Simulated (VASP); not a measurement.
```yaml
crystal:
  lattice:
    - [0.00000, 3.07710, 3.07710]
    - [3.07710, 0.00000, 3.07710]
    - [3.07710, 3.07710, 0.00000]
  atoms:
    - { symbol: Al, position: [0.00000, 0.00000, 0.00000] }
    - { symbol: Sb, position: [0.25000, 0.25000, 0.25000] }
```

Level of theory: PBE GGA with D4 dispersion, VASP's PBE PAW potentials (set 64) (plane waves; VASP). Run with 520 eV cut-off, 8×8×8 Γ-centred mesh, tetrahedra with Blöchl corrections, potentials Al Sb.

Unless said otherwise, spin-orbit coupling is left out, though it shifts the bands of the heavy elements here.

Problem. What does the run give for the energy per atom (σ→0), band gap (on the k-mesh) with the smallest direct gap where there is one?

Solution. 
band gap (on the k-mesh): 1.23 eV
smallest direct gap (on the k-mesh): 1.55 eV
energy per atom (σ→0): -4.443 eV/atom

The compound is AlSb in the zinc blende structure. It was relaxed first.
